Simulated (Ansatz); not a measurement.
The system is Tl.

```
Tl
1.0
     3.45600    0.00000    0.00000
    -1.72800    2.99298    0.00000
     0.00000    0.00000    5.52500
Tl
2
Direct
  0.66667 0.33333 0.75000
  0.33333 0.66667 0.25000
```

Base run:

```yaml
Program: Ansatz 0.2.0
Functional: revPBE
Potentials_or_basis: Ansatz PAW
Cutoff: "420 eV (not typed: the program's choice for these potentials)"
k_mesh: 9 × 9 × 5
Occupations: fermi-dirac, width 0.05 eV
Spin: no spin polarisation
```

Its results: band gap on the k mesh none (metal or under the smearing width); pressure 4.8 GPa.

The run is repeated on the same cell with these changes: functional from revPBE to PBEsol. What comes out?

Band gap on the k mesh none (metal or under the smearing width); pressure 0.2 GPa.

PBEsol binds more tightly than revPBE, so the same cell stands under less pressure.

Caveats: spin-orbit coupling is left out, which moves the levels of the heavy elements; the PAW data sets come from PBE, with cores solved anew for the run's functional, which leaves a small shift of forces and pressure.
